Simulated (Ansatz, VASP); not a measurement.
# Two plane-wave programs on AlP

```
CELL_PARAMETERS angstrom
0.00000 2.73517 2.73517
2.73517 0.00000 2.73517
2.73517 2.73517 0.00000
ATOMIC_POSITIONS crystal
Al 0.00000 0.00000 0.00000
P 0.75000 0.75000 0.75000
```

Alike in both runs: task relaxation of cell and atoms; functional PBEsol; k mesh 8 × 8 × 8; no spin polarisation.

|  | VASP | Ansatz |
| --- | --- | --- |
| version | VASP 6.6.1 | Ansatz 0.2.0 |
| potentials or method | VASP PAW PBE potentials, release 64 (Al, P) | scalar-relativistic, plane waves, PAW |
| plane-wave cutoff (eV) | 600 | 420 |
| occupations | gaussian, width 0.01 eV | fixed |
| valence electrons in the cell | 8 | 8 |

|  | VASP | Ansatz | Ansatz less VASP |
| --- | --- | --- | --- |
| gap on the k mesh at the Fermi level, each at its own relaxed structure (eV) | 1.45 | 1.45 | +0.002 |
| relaxed volume (Å³/atom) | 20.47 | 20.46 | -0.012 |
| relaxed cell length with the largest relative difference (Å) | 3.869 | 3.868 | -0.0007 |

Caveats: the PAW data sets were made with another functional, which shifts forces and pressure a little (VASP). A k mesh can miss the band edges.
